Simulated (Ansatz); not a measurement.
Starting cell, CsI (CsCl type):

```xyz
4
Lattice="9.3338 0.0000 0.0000 4.6669 4.6669 0.0000 0.0000 0.0000 4.6669" Properties=species:S:1:pos:R:3 pbc="T T T"
Cs     0.0000     0.0000     0.0000
Cs     4.6669     0.0000     0.0000
I      2.3335     2.3335     2.3335
I      7.0004     2.3335     2.3335
```

The atoms are displaced by Q × the pattern below (from a DFPT mode at M = (0.5, 0.5, 0.0), largest move 1; Q in Å), at fixed cell. (q is in reciprocal vectors of the primitive cell; the cell shown is doubled to hold the pattern.)

| atom | x | y | z |
|---|---|---|---|
| Cs1 | 0.000 | 0.000 | 1.000 |
| Cs2 | 0.000 | 0.000 | -1.000 |

Atoms not listed stay in place.

Level of theory: PBE (plane waves to 420 eV, PAW, scalar-relativistic; Ansatz, a first-principles code). k mesh 7×7×7 (Γ-centred), Fermi-Dirac smearing 0.05 eV. E stands for the smeared free energy. CsI was relaxed with its symmetry unable to fall. Spin-orbit coupling is left out, though I is heavy. The zero of ΔE is the undisplaced structure.

| Q (Å) | ΔE (meV/cell) |
|---|---|
| -0.2800 | 30.0 |
| -0.2333 | withheld |
| -0.1867 | 13.0 |
| -0.1400 | 7.3 |
| -0.0933 | 3.2 |
| -0.0467 | 0.8 |
| 0.0000 | 0.0 |
| 0.0467 | 0.8 |
| 0.0933 | 3.2 |
| 0.1400 | 7.3 |
| 0.1867 | 13.0 |
| 0.2333 | withheld |
| 0.2800 | 30.0 |

**Question.** Fit an even polynomial form (powers 2, 4) to the given rows and predict ΔE at Q = 0.2333.

**Answer.** Least squares on the 11 given rows: ΔE = (366.5)·Q² + (205.1)·Q⁴, in meV/cell with Q in Å; root-mean-square residual 0.02 meV/cell. At 0.2333 the fit gives 20.6 meV/cell; the calculation gives 20.6 meV/cell, the same to the digits shown. The quadratic term alone would give 19.9 meV/cell.

(For displaced atoms, the force is minus the slope of the energy, and its curvature is a force constant, which sets phonon frequencies.)
